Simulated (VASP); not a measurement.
The system is Ni.

```
CELL_PARAMETERS angstrom
-1.38372 1.38372 1.38372
1.38372 -1.38372 1.38372
1.38372 1.38372 -1.38372
ATOMIC_POSITIONS crystal
Ni 0.00000 0.00000 0.00000
```

This isn't the form of Ni at room conditions, which is fcc.

* Program: VASP 6.6.1
* Task: single point
* Functional: PBE
* Potentials or basis: VASP PAW PBE potentials, release 64 (Ni)
* Cutoff: 520 eV
* k mesh: 13 × 13 × 13
* Occupations: fermi-dirac, width 0.05 eV
* Spin: collinear spin, ferromagnetic start
* Starting moments: [1.0] μB

On this cell: pressure 7.6 GPa; net moment 0.58 μB per cell; site moments Ni +0.58 μB; band gap on the k mesh none (metal or under the smearing width).

The same run follows on a disturbed copy (cell strained at random at fixed volume):

```
Ni
1.0
    -1.38853    1.36313    1.43177
     1.33108   -1.36244    1.37363
     1.41530    1.38921   -1.43108
Ni
1
Direct
  0.97925 0.97687 0.98052
```

Question: What changes?

Answer: The energy (extrapolated to zero smearing) moves by +10.4 meV/atom; pressure 8.0 GPa; net moment 0.57 μB per cell; site moments Ni +0.58 μB; band gap on the k mesh none (metal or under the smearing width).

Stress tensor (GPa, compression positive):
```
 7.07 -3.10  6.99
-3.10  7.75 -0.45
 6.99 -0.45  9.16
```
